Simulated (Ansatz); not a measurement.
**A Ti vacancy in rutile TiO2, 71 atoms, charge −4**

Aim: the barrier for an atom's jump, from a relaxed start and a climbing-image band; single points by other levels frame it (PBEsol and HSE06).

All numbers are computed with Ansatz 0.2.0 (PAW, plane waves).

## Step 1: Starting point

71 atoms (23 Ti, 48 O); a = 9.183 Å, b = 9.183 Å, c = 8.817 Å, α = 90.00°, β = 90.00°, γ = 90.00°. All atoms were shaken off their sites by about 0.02 Å along each axis. Defect site 1: (0.500, 0.500, 0.333).

The runs, in order: (2) PBEsol relaxation at the single k point (¼, ¼, ¼), on 1 × NVIDIA GB200 with 8 threads of Arm Neoverse-V2; (3) HSE06 single point at the single k point (¼, ¼, ¼), on 1 × NVIDIA GB200 with 8 threads of Arm Neoverse-V2; (4) PBEsol band at the single k point (¼, ¼, ¼), on 1 × NVIDIA GB200 with 8 threads of Arm Neoverse-V2; (5) HSE06 single point at the single k point (¼, ¼, ¼), on 1 × NVIDIA GB200 with 8 threads of Arm Neoverse-V2.

## Step 2: Relaxing the atoms with PBEsol

in.yaml

```yaml
crystal:
  lattice:
    - [9.182828, 0.000000, 0.000000]
    - [0.000000, 9.182828, 0.000000]
    - [0.000000, 0.000000, 8.816612]
  atoms:
    - { symbol: Ti, position: [0.997763, 0.996305, 0.003037] }
    - { symbol: Ti, position: [0.999253, 0.995381, 0.329691] }
    - { symbol: Ti, position: [0.001348, 0.997546, 0.665371] }
    - { symbol: Ti, position: [0.001807, 0.501893, 0.002373] }
    - { symbol: Ti, position: [0.002392, 0.500621, 0.330819] }
    - { symbol: Ti, position: [0.994849, 0.501236, 0.666303] }
    - { symbol: Ti, position: [0.497810, 0.998502, 0.996791] }
    - { symbol: Ti, position: [0.500410, 0.998280, 0.337097] }
    - { symbol: Ti, position: [0.500270, 0.999350, 0.667245] }
    - { symbol: Ti, position: [0.500123, 0.500557, 0.997620] }
    - { symbol: Ti, position: [0.502529, 0.499475, 0.667446] }
    - { symbol: Ti, position: [0.248305, 0.248249, 0.164030] }
    - { symbol: Ti, position: [0.252147, 0.250534, 0.498176] }
    - { symbol: Ti, position: [0.253003, 0.254417, 0.832934] }
    - { symbol: Ti, position: [0.249626, 0.751483, 0.165284] }
    - { symbol: Ti, position: [0.248273, 0.749367, 0.502150] }
    - { symbol: Ti, position: [0.248155, 0.750990, 0.832272] }
    - { symbol: Ti, position: [0.748738, 0.246485, 0.168576] }
    - { symbol: Ti, position: [0.752060, 0.250307, 0.502021] }
    - { symbol: Ti, position: [0.750546, 0.251400, 0.833702] }
    - { symbol: Ti, position: [0.749460, 0.752985, 0.166848] }
    - { symbol: Ti, position: [0.752889, 0.752365, 0.498558] }
    - { symbol: Ti, position: [0.752176, 0.751998, 0.835075] }
    - { symbol: O, position: [0.158865, 0.152557, 0.998152] }
    - { symbol: O, position: [0.153431, 0.152350, 0.336859] }
    - { symbol: O, position: [0.151289, 0.153900, 0.665917] }
    - { symbol: O, position: [0.150198, 0.653525, 0.003668] }
    - { symbol: O, position: [0.153341, 0.654163, 0.334490] }
    - { symbol: O, position: [0.150604, 0.649823, 0.665895] }
    - { symbol: O, position: [0.652649, 0.153950, 0.995833] }
    - { symbol: O, position: [0.649765, 0.152256, 0.332376] }
    - { symbol: O, position: [0.651524, 0.148641, 0.670731] }
    - { symbol: O, position: [0.651763, 0.650241, 0.000069] }
    - { symbol: O, position: [0.647230, 0.652534, 0.338564] }
    - { symbol: O, position: [0.648247, 0.650084, 0.663065] }
    - { symbol: O, position: [0.343188, 0.343004, 0.002086] }
    - { symbol: O, position: [0.348414, 0.347497, 0.332846] }
    - { symbol: O, position: [0.351135, 0.344446, 0.664877] }
    - { symbol: O, position: [0.348957, 0.847009, 0.999826] }
    - { symbol: O, position: [0.349473, 0.850050, 0.333686] }
    - { symbol: O, position: [0.349778, 0.846894, 0.667662] }
    - { symbol: O, position: [0.845247, 0.343673, 0.000857] }
    - { symbol: O, position: [0.846169, 0.346641, 0.333155] }
    - { symbol: O, position: [0.850365, 0.350108, 0.666180] }
    - { symbol: O, position: [0.848627, 0.850141, 0.998702] }
    - { symbol: O, position: [0.846687, 0.848106, 0.334179] }
    - { symbol: O, position: [0.850616, 0.849834, 0.668543] }
    - { symbol: O, position: [0.097275, 0.403313, 0.166563] }
    - { symbol: O, position: [0.098739, 0.404971, 0.501291] }
    - { symbol: O, position: [0.097095, 0.400783, 0.829934] }
    - { symbol: O, position: [0.096109, 0.899727, 0.168503] }
    - { symbol: O, position: [0.102362, 0.901905, 0.500483] }
    - { symbol: O, position: [0.093411, 0.901644, 0.832140] }
    - { symbol: O, position: [0.598355, 0.403458, 0.164909] }
    - { symbol: O, position: [0.595665, 0.405370, 0.499637] }
    - { symbol: O, position: [0.598312, 0.401686, 0.833155] }
    - { symbol: O, position: [0.596641, 0.901360, 0.169647] }
    - { symbol: O, position: [0.596002, 0.900183, 0.498250] }
    - { symbol: O, position: [0.596526, 0.902211, 0.835723] }
    - { symbol: O, position: [0.400884, 0.096246, 0.167615] }
    - { symbol: O, position: [0.399661, 0.098496, 0.501390] }
    - { symbol: O, position: [0.401811, 0.096130, 0.835635] }
    - { symbol: O, position: [0.402198, 0.597495, 0.167707] }
    - { symbol: O, position: [0.401267, 0.598788, 0.496983] }
    - { symbol: O, position: [0.400876, 0.600578, 0.834777] }
    - { symbol: O, position: [0.902927, 0.101442, 0.169819] }
    - { symbol: O, position: [0.899852, 0.097711, 0.500418] }
    - { symbol: O, position: [0.902151, 0.094416, 0.839419] }
    - { symbol: O, position: [0.904179, 0.595340, 0.167175] }
    - { symbol: O, position: [0.904712, 0.597027, 0.503399] }
    - { symbol: O, position: [0.902518, 0.598982, 0.832176] }
  symmetry: { detect: false }
kpoints:
  mp_grid: { grid: [1, 1, 1], shift: [0.25, 0.25, 0.25] }
hamiltonian:
  xc: pbesol
total_charge: -4
scf:
  occupations: { method: fermi_dirac, width: 0.01 }
relax:
  f_tol: 0.03
  max_steps: 80
  escape_saddle: false
  adjacent_minimum: "off"
output:
  forces: true
  eigenvalues: true
  populations: true
  charged_corrections: { epsilon: 100 }
```

On the command line:

```sh
ansatz run in.yaml --threads 8 --pin off --max-ram 118750MiB --runs-dir r --events-out ev --progress --plain --backend cuda --devices 0, --max-vram 170GiB
```

The runs that follow: Single point with HSE06; Elastic band between the two sites; HSE06 single point.

Q: Predict the outcome of this session. Wanted: for each run, top filled to lowest empty.

The runs gave:

| level | time | top filled to lowest empty (eV) |
| --- | --- | --- |
| PBEsol, relaxation | 6.8 s (GPU) | 2.07 |
| HSE06 | 16 s (GPU) | 3.62 |
| HSE06, at the band's top | 16 s (GPU) | 3.63 |

| quantity | value |
| --- | --- |
| relaxation | 9 recorded steps, 5.05 eV gained |
| largest shift | 0.24 Å (O55) |
| barrier forwards, backwards | 1.85, 1.85 eV |
| jump | Ti by 2.73 Å |
| band iterations | 55 |
| top less start by HSE06 | 1.97 eV |

**Reading.** The relaxation lowers the energy by 5.05 eV; the largest shift is 0.24 Å (O55). The PBEsol barrier is 1.85 eV forwards and 1.85 eV back, about 72 times kT at 300 K, without charge corrections. The cell's size and k points aren't converged for it. The program's check left the order of the top open. On the same two geometries HSE06 gives 1.97 eV. At the same k points, PBEsol gives a spacing 1.55 eV smaller than the 3.62 eV of HSE06. In a defect cell this spacing can involve defect levels, so it need not be the gap.
